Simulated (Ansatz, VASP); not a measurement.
## Si55C36O50 (amorphous SiO2 against SiC(0001), +12 O) in two plane-wave programs

One calculation is typed for both programs; each brings its own data sets. How far apart do they land? The cell is taken from a series of runs on this material, whose earlier steps may have relaxed, scaled, displaced or heated it; both programs get it as it stands.

Program: Ansatz 0.2.0. Level of theory: plane waves, with VASP 6.6.1 beside it; single point at PBE. Results are calculated unless marked as measured.

### Step 1. The structure

The cell holds 141 atoms: 55 Si, 36 C and 50 O. Cell: a = 9.270 Å, b = 10.704 Å, c = 17.499 Å, α = 90.0°, β = 90.0°, γ = 90.0°. It derives from SiC (6 planes of 4H-SiC(0001)). A slab of 6 planes of 4H-SiC(0001) (starting lattice constant a = 3.09 A, c = 10.11 A), 9.27 x 10.70 A in plane. 69 atoms (19 Si, 50 O) packed at random between the slab and its periodic image at 2.2 g/cm^3 (a layer of 10.1 A) and pushed apart as soft spheres. Langevin MD at fixed cell with the MACE-MP-0b2 small potential (Batatia et al., arXiv:2401.00096), steps of 1.5 fs: 0.63 ps at 3200 K with the crystal held, 3200 to 1100 K in 1.8 ps with the crystal held, 1100 to 300 K in 0.9 ps with its inner planes held; soft walls kept the melt out of the crystal while it was held. Then all atoms and the cell's height relaxed. The structure's axis is c.

### Step 2. Ansatz: single point, PBE

Ansatz runs on its default PAW (the set named soft_2) files.

A single point gives forces, pressure and levels at one fixed geometry, so differences don't come from the geometry; what else differs is listed under the comparison.

input.yaml reads:

```yaml
crystal:
  lattice:
    - [9.27, 0.0, 0.0]
    - [0.0, 10.70407, 0.0]
    - [0.0, 0.0, 17.49869]
  atoms:
    - { symbol: Si, position: [0.99307, 0.99971, 0.0407] }
    - { symbol: Si, position: [0.99204, 0.99035, 0.33521] }
    - { symbol: Si, position: [0.99722, 0.16428, 0.18837] }
    - { symbol: C, position: [0.00038, 0.99722, 0.2253] }
    - { symbol: C, position: [0.9967, 0.16681, 0.07757] }
    - { symbol: C, position: [0.16711, 0.08085, 0.37683] }
    - { symbol: Si, position: [0.16817, 0.25157, 0.04991] }
    - { symbol: Si, position: [0.16701, 0.25601, 0.33348] }
    - { symbol: Si, position: [0.16384, 0.41671, 0.18954] }
    - { symbol: C, position: [0.16159, 0.24873, 0.22517] }
    - { symbol: C, position: [0.16325, 0.41856, 0.08197] }
    - { symbol: C, position: [0.99628, 0.34197, 0.36635] }
    - { symbol: Si, position: [0.99729, 0.50099, 0.04577] }
    - { symbol: Si, position: [0.98942, 0.50641, 0.32585] }
    - { symbol: Si, position: [0.99653, 0.67046, 0.1878] }
    - { symbol: C, position: [0.99753, 0.50228, 0.22045] }
    - { symbol: C, position: [0.99605, 0.66975, 0.07587] }
    - { symbol: C, position: [0.15993, 0.5768, 0.3696] }
    - { symbol: Si, position: [0.1654, 0.75129, 0.04276] }
    - { symbol: Si, position: [0.16522, 0.74954, 0.33719] }
    - { symbol: Si, position: [0.16405, 0.91562, 0.18776] }
    - { symbol: C, position: [0.16385, 0.75081, 0.22737] }
    - { symbol: C, position: [0.16255, 0.91874, 0.07676] }
    - { symbol: C, position: [0.99705, 0.82587, 0.37724] }
    - { symbol: Si, position: [0.33198, 0.00487, 0.04636] }
    - { symbol: Si, position: [0.33355, 0.9966, 0.32836] }
    - { symbol: Si, position: [0.33108, 0.16706, 0.19094] }
    - { symbol: C, position: [0.3312, 0.99839, 0.2225] }
    - { symbol: C, position: [0.33327, 0.16857, 0.08419] }
    - { symbol: C, position: [0.50268, 0.0779, 0.36546] }
[... 105 atom lines left out ...]
    - { symbol: O, position: [0.6795, 0.99038, 0.94987] }
    - { symbol: O, position: [0.13872, 0.72306, 0.6532] }
    - { symbol: O, position: [0.95007, 0.15652, 0.58206] }
    - { symbol: O, position: [0.8308, 0.27705, 0.95096] }
    - { symbol: O, position: [0.32396, 0.87593, 0.83583] }
    - { symbol: O, position: [0.85917, 0.41177, 0.55429] }
kpoints:
  mp_grid: { grid: [1, 1, 1] }
hamiltonian:
  xc: pbe
scf:
  occupations: { method: fermi_dirac, width: 0.025 }
output:
  forces: true
```

Started as:

```
> ansatz run input.yaml --threads 4 --pin off --max-ram 8192MiB --backend cpu --events-out ev --progress --plain --runs-dir out
```

Numbers of over 12 decimals in the logs are rounded to 6 here.

Output:

```text
Engine: ansatz 0.2.0, aarch64-unknown-linux-gnu
Pseudopotentials: kind: paw
Pseudopotential: Si, paw, valence charge 4, recommended cutoff 420 eV (normal), Si.paw.azcp
Pseudopotential: C, paw, valence charge 4, recommended cutoff 420 eV (normal), C.paw.azcp
Pseudopotential: O, paw, valence charge 6, recommended cutoff 420 eV (normal), O.paw.azcp
Functional definition: PBE
  parameter kappa = 0.804
  parameter beta = 0.066725
  exchange = pbe_x(kappa = kappa, mu = beta*pi^2/3)
  correlation = pbe_c(beta = beta)
Crystal: 141 atoms, lattice volume = 1736.338 Å³
Basis set: ecut = 420 eV, 33983 PW (Γ), exchange–correlation on 128×144×240 points (8 copies of the dense FFT grid, shifted against one another)
Bands: 473, of which v1, the nominal top of the filled ones, is band 332 counted from 1 (331 counted from 0)
Symmetry: 1 space group operations
Space group: P1 (ITA 1), of the structure as read, at distance tolerance 1.2e-4 Å
k-points: 1
Non-local potential: Si, projectors of the file, l = 0: 2, l = 1: 2, l = 2: 2
Non-local potential: C, projectors of the file, l = 0: 2, l = 1: 2, l = 2: 1
Non-local potential: O, projectors of the file, l = 0: 2, l = 1: 2, l = 2: 1
PAW form: soft (Blöchl's): semilocal exchange-correlation on the pseudo side does not see the compensation charge
PAW one-centre angular grid: Si, 110 points (default); XC on 64 Gauss nodes
PAW one-centre angular grid: C, 110 points (default); XC on 64 Gauss nodes
PAW one-centre angular grid: O, 110 points (default); XC on 64 Gauss nodes
Initial density: superposition of atomic densities (neutral atoms: chi_scale 0, normalization atom), corrected by the library's trained network
Initial wavefunctions: pseudopotential atomic-orbital guess
Functional: x = pbe(κ = 0.804, μ = 0.219515), c = pbe(β = 0.066725)
SCF iter   1: F=—  HF=-72414.826971 eV  |F-HF|=—  |Δ(HF+E_count)|=         —  Δρ=2.96e-2  dr2=4.92e1  ethr=1.77e-3  ⟨swp⟩=7.0  Hψ=2120  notcnv=0  defer=124
preconditioner: auto → LDOS  [insulator: Δε(μ)=0.057 eV  Ē_g=13.801 eV  σ=0.025 eV  W_gap=0.51  n_scr=360 (ndim 8)  ℏωp=22.9 eV  f_vac=0.114  D(μ)=29.99/eV (n_scr^D=158)  ε∞_Penn≈3.8  β→1.0]
SCF iter   2: F=—  HF=-72415.658565 eV  |F-HF|=—  |Δ(HF+E_count)|=   8.32e-1  Δρ=3.09e-2  dr2=4.56e1  ethr=1.77e-3  ⟨swp⟩=2.0  Hψ=552  notcnv=0  defer=131
SCF iter   3: F=—  HF=-72413.847252 eV  |F-HF|=—  |Δ(HF+E_count)|=    1.81e0  Δρ=2.58e-2  dr2=2.96e1  ethr=1.77e-3  ⟨swp⟩=2.0  Hψ=345  notcnv=0  defer=131
SCF iter   4: F=—  HF=-72413.477639 eV  |F-HF|=—  |Δ(HF+E_count)|=   3.70e-1  Δρ=1.34e-2  dr2=3.49e0  ethr=1.77e-3  ⟨swp⟩=3.0  Hψ=1216  notcnv=0  defer=128
automatic band count: iteration 4 solves 388 bands in place of 473: the levels show a gap, and the empty bands left out lie too high to hold charge; the band table lists the bands solved (type scf.n_extra_bands for more)
automatic band count: iteration 4 solves 473 bands in place of 388: the fill leaves degenerate levels part filled, so the SCF keeps every band
SCF iter   5: F=—  HF=-72413.585542 eV  |F-HF|=—  |Δ(HF+E_count)|=   1.08e-1  Δρ=1.77e-2  dr2=7.43e0  ethr=5.26e-4  ⟨swp⟩=1.0  Hψ=544  notcnv=0  defer=130
SCF iter   6: F=—  HF=-72413.420788 eV  |F-HF|=—  |Δ(HF+E_count)|=   1.65e-1  Δρ=7.94e-3  dr2=1.80e0  ethr=5.26e-4  ⟨swp⟩=1.0  Hψ=343  notcnv=0  defer=130
SCF iter   7: F=—  HF=-72413.471384 eV  |F-HF|=—  |Δ(HF+E_count)|=   5.06e-2  Δρ=1.43e-2  dr2=1.49e0  ethr=2.72e-4  ⟨swp⟩=1.0  Hψ=343  notcnv=0  defer=130
SCF iter   8: F=—  HF=-72413.423168 eV  |F-HF|=—  |Δ(HF+E_count)|=   4.82e-2  Δρ=9.99e-3  dr2=1.11e0  ethr=2.25e-4  ⟨swp⟩=1.0  Hψ=343  notcnv=0  defer=130
SCF iter   9: F=—  HF=-72413.402828 eV  |F-HF|=—  |Δ(HF+E_count)|=   2.03e-2  Δρ=4.49e-3  dr2=4.56e-1  ethr=1.68e-4  ⟨swp⟩=1.0  Hψ=343  notcnv=0  defer=130
SCF iter  10: F=—  HF=-72413.404841 eV  |F-HF|=—  |Δ(HF+E_count)|=   2.01e-3  Δρ=5.43e-3  dr2=4.90e-1  ethr=6.87e-5  ⟨swp⟩=1.0  Hψ=343  notcnv=0  defer=130
SCF iter  11: F=—  HF=-72413.411935 eV  |F-HF|=—  |Δ(HF+E_count)|=   7.09e-3  Δρ=7.19e-3  dr2=6.37e-1  ethr=6.87e-5  ⟨swp⟩=1.0  Hψ=343  notcnv=0  defer=130
SCF iter  12: F=—  HF=-72413.410178 eV  |F-HF|=—  |Δ(HF+E_count)|=   1.76e-3  Δρ=7.11e-3  dr2=3.48e-1  ethr=6.87e-5  ⟨swp⟩=1.0  Hψ=544  notcnv=0  defer=130
SCF iter  13: F=—  HF=-72413.402966 eV  |F-HF|=—  |Δ(HF+E_count)|=   7.21e-3  Δρ=3.84e-3  dr2=9.41e-2  ethr=5.25e-5  ⟨swp⟩=1.0  Hψ=343  notcnv=0  defer=130
SCF iter  14: F=—  HF=-72413.401556 eV  |F-HF|=—  |Δ(HF+E_count)|=   1.41e-3  Δρ=2.40e-3  dr2=4.42e-2  ethr=1.42e-5  ⟨swp⟩=1.0  Hψ=343  notcnv=0  defer=130
SCF iter  15: F=—  HF=-72413.400783 eV  |F-HF|=—  |Δ(HF+E_count)|=   7.74e-4  Δρ=1.09e-3  dr2=9.40e-3  ethr=6.65e-6  ⟨swp⟩=2.0  Hψ=362  notcnv=0  defer=130
SCF iter  16: F=—  HF=-72413.400500 eV  |F-HF|=—  |Δ(HF+E_count)|=   2.83e-4  Δρ=4.46e-4  dr2=3.97e-3  ethr=1.42e-6  ⟨swp⟩=2.0  Hψ=438  notcnv=0  defer=130
[...]
SCF iter  43: F=-72413.402713 eV  HF=-72413.402713 eV  |F-HF|=3.84e-8  |Δ(HF+E_count)|=   7.10e-9  Δρ=1.58e-6  dr2=5.33e-8  ethr=1.51e-11  ⟨swp⟩=2.0  Hψ=1153  notcnv=0
SCF 1 converged in 43 iterations: F = -72413.402713 eV  dr2 = 5.33e-8
  greatest PAW one-centre occupation: 0.885 electrons in one spin orbital (limit 2), on the O atom at site 100 (counted from 0), in its partial waves of l = 0
SCF converged after 43 iterations
Free energy (F): -72413.402713 eV
Harris-Foulkes:  -72413.402713 eV  (|F-HF|=3.84e-8)
Internal energy: -72413.253364 eV  (E = F + TS)
E sigma→0 (E₀):  -72413.328039 eV
Entropy (-TS):   -0.149349 eV (-1.059 meV/atom)
Fermi energy:    5.752519 eV
--- Per-component energies (eV) ---
  E_band       = -1242.226059
  E_kinetic    = 14554.789669
  E_local      = -33329.451577  (includes V_loc(G=0)·N_el)
  E_nonlocal   = 4715.088749
  E_hartree    = 12268.566346
  E_xc         = -8527.564423
  E_vxc        = -9522.738048  (∫ρ·V_xc dr)
  E_paw        = -39709.089005  (= ΣΔE_a)
  E_vpaw       = -2197.174559  (= ΣTr[D̂ρ^β])
  E_aug_tail   = 0.126225  (compensation charges beyond the density's cutoff)
  E_ewald      = -22385.719348
  E_smearing   = -0.149349  (= −TS)
  E_closure    = 0.000000  (closes the sum)
  Σ components = -72413.402713   (vs F -72413.402713, Δ=0.00e0)
--- Forces (eV/Å), atoms counted from 1 ---
  atom   1  Si    -0.10030820    -0.06671883    -0.48476076
  atom   2  Si     0.02018756     0.26784615     0.38831697
  atom   3  Si     0.00522949    -0.07862748    -0.40294648
  atom   4  C     -0.05502085    -0.06774217     0.32248050
  atom   5  C     -0.08186056     0.02191437     0.19275952
  atom   6  C     -0.49015826     0.07349011     0.57369690
  atom   7  Si     0.25217756     0.09705286    -0.74904704
  atom   8  Si     0.52597459    -0.24845071     0.14154529
  atom   9  Si     0.12500562     0.29444055    -0.52873482
  atom  10  C     -0.08976430    -0.13815549     0.25940175
  atom  11  C     -0.12946061    -0.00033169     0.18372331
  atom  12  C     -0.03825627     0.58337906     1.14410350
  atom  13  Si     0.23040615    -0.33539585    -0.65046483
  atom  14  Si     0.11158980     0.29075527    -0.07369930
  atom  15  Si     0.08859454    -0.15904982    -0.37004275
  atom  16  C     -0.19812110    -0.00437339    -0.13609807
  atom  17  C     -0.15069223     0.04959689     0.01793234
  atom  18  C     -0.11056285    -0.31332707     0.12288702
  atom  19  Si     0.47767015    -0.01971090    -0.83306719
  atom  20  Si    -0.34193634    -0.17801149     0.33390405
  atom  21  Si    -0.16959344     0.05252970    -0.68384558
  atom  22  C      0.13418814     0.04042852     0.22944835
  atom  23  C     -0.00577895     0.06900894     0.18486350
  atom  24  C     -0.21584294    -0.24518560    -0.19792536
[...]
atom 134  O      0.07122482    -0.01074432    -0.28521422
  atom 135  O     -0.29694230    -0.39052913    -1.06688714
  atom 136  O      0.14108654    -0.10637953     0.14739590
  atom 137  O     -0.01223383    -0.01468311    -0.23751796
  atom 138  O      0.10212389     0.17382848    -0.27780769
  atom 139  O     -0.03426204    -0.00816573     0.48611092
  atom 140  O      0.00966147    -0.22344316     0.30031352
  atom 141  O     -0.07970105    -0.15078138     0.10164060
  max |Σ_I F_I| component: 7.70e-5 eV/Å
```

### Step 3. VASP: single point, PBE

The same cell, functional, mesh and smearing now go to VASP, with its own data sets.

Lines of VASP's logs that name or quote its potential files are left out, and so is its time.

INCAR reads:

```
SYSTEM = Si55C36O50
PREC = Accurate
ENCUT = 520
EDIFF = 1E-06
NELM = 120
ISMEAR = -1
SIGMA = 0.025
LREAL = Auto
ALGO = Normal
GGA = PE
NBANDS = 430
LORBIT = 11
LWAVE = .FALSE.
LCHARG = .FALSE.
ISIF = 2
LASPH = .TRUE.
GGA_COMPAT = .FALSE.
```

POSCAR reads:

```
Si55C36O50
1.0
    9.2700000000      0.0000000000      0.0000000000
    0.0000000000     10.7040700000      0.0000000000
    0.0000000000      0.0000000000     17.4986900000
Si C O
55 36 50
Direct
    0.9930700000      0.9997100000      0.0407000000
    0.9920400000      0.9903500000      0.3352100000
    0.9972200000      0.1642800000      0.1883700000
    0.1681700000      0.2515700000      0.0499100000
    0.1670100000      0.2560100000      0.3334800000
    0.1638400000      0.4167100000      0.1895400000
    0.9972900000      0.5009900000      0.0457700000
    0.9894200000      0.5064100000      0.3258500000
    0.9965300000      0.6704600000      0.1878000000
    0.1654000000      0.7512900000      0.0427600000
    0.1652200000      0.7495400000      0.3371900000
    0.1640500000      0.9156200000      0.1877600000
    0.3319800000      0.0048700000      0.0463600000
    0.3335500000      0.9966000000      0.3283600000
    0.3310800000      0.1670600000      0.1909400000
    0.4974700000      0.2519000000      0.0403600000
    0.4889900000      0.2475400000      0.3343500000
    0.4949600000      0.4152400000      0.1919100000
    0.3303300000      0.5021400000      0.0438000000
    0.3292500000      0.4913700000      0.3344400000
    0.3292500000      0.6671700000      0.1902400000
    0.4901800000      0.7506900000      0.0410600000
    0.5053100000      0.7450800000      0.3289800000
    0.4978700000      0.9149900000      0.1859900000
    0.6647100000      0.0010500000      0.0446400000
    0.6731800000      0.0000400000      0.3255200000
    0.6644800000      0.1672900000      0.1880000000
    0.8292800000      0.2536400000      0.0454000000
    0.8379600000      0.2421200000      0.3311600000
    0.8293300000      0.4177400000      0.1894500000
[... 105 atom lines left out ...]
    0.6795000000      0.9903800000      0.9498700000
    0.1387200000      0.7230600000      0.6532000000
    0.9500700000      0.1565200000      0.5820600000
    0.8308000000      0.2770500000      0.9509600000
    0.3239600000      0.8759300000      0.8358300000
    0.8591700000      0.4117700000      0.5542900000
```

KPOINTS reads:

```
Automatic mesh
0
Gamma
1 1 1
0 0 0
```

The projector-augmented-wave data sets are Si, C and O (PBE family, release 64).

Started as:

```
> export OMP_NUM_THREADS=3
> mpirun -np 1 vasp_gam
```

Output:

```text
[banner, memory and clock lines left out]
running    1 mpi-ranks, on    1 nodes
[...]
Offloading initialized ...    1 GPUs detected
[...]
LDA part: xc-table for (Slater+PW92), standard interpolation
 POSCAR, INCAR and KPOINTS ok, starting setup
[...]
entering main loop
       N       E                     dE             d eps       ncg     rms          rms(c)
DAV:   1     0.529792684420E+04    0.52979E+04   -0.37457E+05   860   0.150E+03
DAV:   2    -0.637394502557E+03   -0.59353E+04   -0.56629E+04  1066   0.343E+02
DAV:   3    -0.116093242823E+04   -0.52354E+03   -0.51735E+03  1024   0.104E+02
DAV:   4    -0.117558227018E+04   -0.14650E+02   -0.14568E+02  1016   0.187E+01
[...]
DAV:  40    -0.104079837107E+04   -0.42552E-05   -0.86999E-06   536   0.216E-03    0.464E-03
DAV:  41    -0.104079837289E+04   -0.18132E-05   -0.10161E-06   504   0.170E-03    0.730E-03
DAV:  42    -0.104079837297E+04   -0.84023E-07   -0.40499E-07   496   0.574E-04
   1 F= -.10407984E+04 E0= -.10407238E+04  d E =-.149244E+00
```

OUTCAR, selected parts (step 3):

```text
  FREE ENERGIE OF THE ION-ELECTRON SYSTEM (eV)
  ---------------------------------------------------
  free  energy   TOTEN  =     -1040.7983729711 eV

  energy  without entropy=    -1040.6491286910  energy(sigma->0) =    -1040.72375083
```

The run ends at a pressure of 0.82 GPa, with forces up to 2.1 eV/Å.

### Step 4. Side by side

Known differences besides the potentials themselves: the cutoff is 420 eV in Ansatz and 520 eV in VASP (PREC = Accurate, projectors in real space). Total energies have different zeros and are not compared.

Forces on 7 of the 141 atoms, those with the largest forces and the largest differences (eV/Å; atoms numbered as in POSCAR):

```
atom          Ansatz x, y, z            VASP x, y, z
Si31   -0.346, -0.465, 2.035   -0.337, -0.460, 2.031
Si42    0.749, -0.247, 0.974    0.804, -0.260, 0.973
 C61    -0.038, 0.583, 1.144    -0.035, 0.545, 1.000
 C85    -0.075, 0.122, 1.121    -0.072, 0.144, 0.740
O101     0.275, 0.426, 1.158     0.053, 0.045, 0.248
O111   0.170, -0.843, -0.972   0.164, -0.807, -0.852
O135  -0.297, -0.391, -1.067  -0.077, -0.007, -0.157
```

The forces differ by 84 meV/Å r.m.s., which is 28.4 % of the r.m.s. force of 0.298 eV/Å (both taken over all components).

### Step 5. Outcome

```yaml
r_m_s_force_difference_single_point_pbe: 28 % of the r.m.s. force
```

What this shows: The r.m.s. force difference is 28 % of the r.m.s. force (single point, PBE), beyond the 3 % picked in this series as the mark of a large difference. What causes the difference of the single point, PBE pair stays open here. How closely two codes agree says nothing of how well the functional describes the real material.

[Lines on the potential files, build, host, timing and source positions are cut from VASP's logs without a mark.]

[Logs are printed without paths, hosts, clocks, repeated set-up lines and the standing remarks that a program may print on its own settings, such as how far it seeks lower states.]

[Hosts, paths, dates, database ids (printed as entryN), source tags and the programs' standing remarks are cut or masked in the printed files.]
